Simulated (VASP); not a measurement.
# H2 in VASP: relaxation of the atoms with optB86b-vdW

Aim: the relaxation of the atoms of H2 with optB86b-vdW.

Program: VASP 6.6.1. These are calculated values, not measurements. Logs are shortened: lines on timing, memory, paths and dates and some standing lists are left out, and cuts for length are marked.

## Step 1: Starting point

The cell holds a molecule in a box, 2 atoms: a = 11.172 Å, b = 11.672 Å, c = 12.172 Å, α = 90.00°, β = 90.00°, γ = 90.00°.

## Step 2: Relaxation of the atoms, optB86b-vdW

INCAR

```
AGGAC = 0.0 ; ALGO = Normal
EDIFF = 1E-7 ; EDIFFG = -0.03
ENCUT = 400 ; GGA = MK
IBRION = 2 ; ISIF = 2
ISMEAR = 0 ; ISYM = 0
LASPH = T ; LCHARG = F
LREAL = F ; LUSE_VDW = T
LWAVE = F ; NELM = 80
NSW = 120 ; PARAM1 = 0.1234
PARAM2 = 1.0 ; PREC = Accurate
SIGMA = 0.01
```

KPOINTS

```
k-points
0
Gamma
  1 1 1
```

POSCAR

```
H
1.0
   11.1715072411      0.0000000000      0.0000000000
    0.0000000000     11.6715072411      0.0000000000
    0.0000000000      0.0000000000     12.1715072411
H
2
Selective dynamics
Direct
    0.5029840056      0.4878045315      0.5275852131  F F F
    0.4970159944      0.5207633422      0.4724147869  T T T
```

Potentials or basis: VASP PAW PBE potentials, release 64 (H).

Started as:

```console
cat potpaw_PBE.64/H/POTCAR > POTCAR
mpirun -np 1 vasp_gam > vasp.out
```

OUTCAR:

```text
EDIFF = 1E-7
   EDIFFG = -0.03
   ENCUT = 400
   GGA = MK
   IBRION = 2
   ISIF = 2
   ISMEAR = 0
   ISYM = 0
   LASPH = T
   LREAL = F
   NELM = 80
   NSW = 120
   PREC = Accurate

 ion  position               nearest neighbor table
   1  0.503  0.488  0.528-   2 0.78
   2  0.497  0.521  0.472-   1 0.78

IMPORTANT INFORMATION: All symmetrisations will be switched off!
NOSYMM: (Re-)initialisation of all symmetry stuff for point group C_1.

----------------------------------------------------------------------------------------

                                     Primitive cell

  volume of cell :    1587.0225

  direct lattice vectors                    reciprocal lattice vectors
    11.171507241  0.000000000  0.000000000     0.089513436  0.000000000  0.000000000
     0.000000000 11.671507241  0.000000000     0.000000000  0.085678737  0.000000000
     0.000000000  0.000000000 12.171507241     0.000000000  0.000000000  0.082159093

  length of vectors
    11.171507241 11.671507241 12.171507241     0.089513436  0.085678737  0.082159093

  position of ions in fractional coordinates (direct lattice)
     0.502984006  0.487804531  0.527585213
     0.497015994  0.520763342  0.472414787

  ion indices of the primitive-cell ions
   primitive index   ion index
                 1           1
                 2           2

----------------------------------------------------------------------------------------

 KPOINTS: k-points

Automatic generation of k-mesh.
 Grid dimensions read from file:
 generate k-points for:    1    1    1

 Generating k-lattice:

  Cartesian coordinates                     Fractional coordinates (reciprocal lattice)
     0.089513436  0.000000000  0.000000000     1.000000000  0.000000000  0.000000000
     0.000000000  0.085678737  0.000000000     0.000000000  1.000000000  0.000000000
     0.000000000  0.000000000  0.082159093     0.000000000  0.000000000  1.000000000

  Length of vectors
     0.089513436  0.085678737  0.082159093

  Shift w.r.t. Gamma in fractional coordinates (k-lattice)
     0.000000000  0.000000000  0.000000000

 Subroutine IBZKPT returns following result:
 ===========================================

 Found      1 irreducible k-points:

 Following reciprocal coordinates:
            Coordinates               Weight
  0.000000  0.000000  0.000000      1.000000
   k-points           NKPTS =      1   k-points in BZ     NKDIM =      1   number of bands    NBANDS=      5
   number of dos      NEDOS =    301   number of ions     NIONS =      2
   total plane-waves  NPLWV = 512000
   dimension x,y,z NGX =    80 NGY =   80 NGZ =   80
   dimension x,y,z NGXF=   160 NGYF=  160 NGZF=  160
   ions per type =               2
   NGX,Y,Z   is equivalent  to a cutoff of  11.90, 11.39, 10.93 a.u.
   NGXF,Y,Z  is equivalent  to a cutoff of  23.81, 22.79, 21.85 a.u.
 SYSTEM =  unknown system
   PREC   = accura    normal or accurate (medium, high low for compatibility)
   ISTART =      0    job   : 0-new  1-cont  2-samecut
   ICHARG =      2    charge: 1-file 2-atom 10-const
   ISPIN  =      1    spin polarized calculation?
   LNONCOLLINEAR =      F non collinear calculations
   LSORBIT =      F    spin-orbit coupling
   LASPH  =      T    aspherical Exc in radial PAW
   ENCUT  =  400.0 eV  29.40 Ry    5.42 a.u.  18.22 19.03 19.85*2*pi/ulx,y,z
   NELM   =     80;   NELMIN=  2; NELMDL= -5     # of ELM steps
   EDIFF  = 0.1E-06   stopping-criterion for ELM
   LREAL  =      F    real-space projection
   EDIFFG = -.3E-01   stopping-criterion for IOM
   NSW    =    120    number of steps for IOM
   IBRION =      2    ionic relax: 0-MD 1-quasi-New 2-CG
   NFREE  =      1    steps in history (QN), initial steepest desc. (CG)
   ISIF   =      2    stress and relaxation
   ISYM   =      0    0-nonsym 1-usesym 2-fastsym
   POTIM  = 0.5000    time-step for ionic-motion
   TEBEG  =    0.0;   TEEND  =   0.0 temperature during run
   PSTRESS=    0.0 pullay stress
   NELECT =       2.0000    total number of electrons
   NUPDOWN=      -1.0000    fix difference up-down
   EMIN   =  10.00;   EMAX   =-10.00  energy-range for DOS
   EFERMI =   0.00;   METHOD = LEGACY
   ISMEAR =     0;   SIGMA  =   0.01  broadening in eV -4-tet -1-fermi 0-gaus
   EFERMI_NEDOS =   21; number of points for ismear=-14 and -15
   IALGO  =     38    algorithm
   IMIX   =      4    mixing-type and parameters
     AMIX     =   0.40;   BMIX     =  1.00
     AMIX_MAG =   1.60;   BMIX_MAG =  1.00
  volume/ion in A,a.u.               =     793.51      5354.88
  Fermi-wavevector in a.u.,A,eV,Ry     =   0.176830  0.334161  0.425441  0.031269
  Thomas-Fermi vector in A             =   0.896670
   LORBIT       =      0    0 simple, 1 ext, 2 COOP (PROOUT), +10 PAW based schemes
   GGA     = MK    functional components
   LHFCALC =     F    Hartree Fock is set to
   AEXX    =    0.0000 exact exchange contribution
   IVDW_NL    =     1    kernel type
   BPARAM     = 6.3000
   IVDW    =     0    specifies the selected vdW correction
   LEPSILON=     F    determine dielectric tensor
   LRPA    =     F    only Hartree local field effects (RPA)
 conjugate gradient relaxation of ions
 non-spin polarized calculation
 Gauss-broadening in eV      SIGMA  =   0.01
  energy-cutoff  :      400.00
  volume of cell :     1587.02
 maximum number of plane-waves:     14409
 NGX is ok and might be reduce to    80
   NGX = 37   NGY = 39   NGZ = 39

--------------------------------------- Ionic step        1  -------------------------------------------

 number of electron       2.0000002 magnetization

 Free energy of the ion-electron system (eV)
  ---------------------------------------------------
  ext. energy  EPLUGINS =         0.00000000
  ---------------------------------------------------
  free energy    TOTEN  =        -6.61390484 eV

  energy without entropy =       -6.61390484  energy(sigma->0) =       -6.61390484

------------------------ aborting loop because EDIFF is reached ----------------------------------------

  FORCE on cell =-STRESS in cart. coord.  units (eV):
  Direction    XX          YY          ZZ          XY          YZ          ZX
  --------------------------------------------------------------------------------------
  -------------------------------------------------------------------------------------
  Total       -0.1316126     -0.2915424     -0.6317174      0.0288533      0.2896574     -0.0501777
  in kB       -0.1328694     -0.2943265     -0.6377498      0.0291288      0.2924234     -0.0506568
  external PRESSURE =      -0.3549819 kB  Pullay stress =       0.0000000 kB
[... 63 lines left out ...]
--------------------------------------- Ionic step        3  -------------------------------------------

 number of electron       2.0000000 magnetization

 Free energy of the ion-electron system (eV)
  ---------------------------------------------------
  ext. energy  EPLUGINS =         0.00000000
  ---------------------------------------------------
  free energy    TOTEN  =        -6.62524914 eV

  energy without entropy =       -6.62524914  energy(sigma->0) =       -6.62524914

 E-fermi : -10.2498     XC(G=0):  -0.4366

 val. band max:      -10.3142455457   @ k =   0.0000   0.0000   0.0000
 cond. band min:      -0.3485212767   @ k =   0.0000   0.0000   0.0000
 fundamental gap:      9.9657242689
 Fermi energy:       -10.2498416402

 k-point     1 :       0.0000    0.0000    0.0000
  band No.  band energies     occupation
      1     -10.3142      2.00000
      2      -0.3485      0.00000
      3       0.0570      0.00000
      4       0.4893      0.00000
      5       0.5709      0.00000
[... 31 lines left out ...]
  energy  without entropy=       -6.6252491422  energy(sigma->0) =       -6.62524914

Total vdW correction in eV:      0.5736826

 reached required accuracy - stopping structural energy minimisation
```

OSZICAR:

```text
N       E                     dE             d eps       ncg     rms          rms(c)
DAV:   1    -0.108515937309E+01   -0.10852E+01   -0.43249E+02    15   0.151E+02
DAV:   2    -0.709899106576E+01   -0.60138E+01   -0.60138E+01    10   0.398E+01
DAV:   3    -0.725967634322E+01   -0.16069E+00   -0.16069E+00    15   0.988E+00
[... 45 lines left out ...]
DAV:   9    -0.662524836419E+01   -0.12230E-05   -0.14417E-07    10   0.194E-03    0.251E-04
DAV:  10    -0.662524874548E+01   -0.38129E-06   -0.19418E-08    10   0.790E-04    0.903E-05
DAV:  11    -0.662524891726E+01   -0.17178E-06   -0.56556E-09    10   0.528E-04    0.515E-05
DAV:  12    -0.662524908966E+01   -0.17240E-06   -0.53289E-09    10   0.618E-04    0.122E-05
DAV:  13    -0.662524914215E+01   -0.52498E-07   -0.71381E-10    10   0.277E-04
   3 F= -.66252491E+01 E0= -.66252491E+01  d E =-.113443E-01
```

It took 67 min on 1 thread of AMD EPYC 7R43 (Zen 3), shared host; peak memory 3 GiB.

Results:

| Item | Value |
| --- | --- |
| Free energy | -6.6252 eV |
| Energy gained by relaxing | 5.7 meV/atom |
| Ionic steps | 3 |
| Gap between the frontier levels | 9.97 eV |

The path:
| step | energy change (eV) | largest force (eV/Å) | pressure (GPa) |
| --- | --- | --- | --- |
| 1 | 0.0000 | 0.8285 | -0.04 |
| 2 | -0.0082 | 0.4731 | 0.00 |
| 3 | -0.0113 | 0.0007 | -0.01 |

Final structure:
```
H
1.0
    11.17151    0.00000    0.00000
     0.00000   11.67151    0.00000
     0.00000    0.00000   12.17151
H
2
Direct
  0.50298 0.48780 0.52759
  0.49722 0.51963 0.47430
```

Caveat: the PAW data sets were made with another functional, which shifts forces and pressure a little.
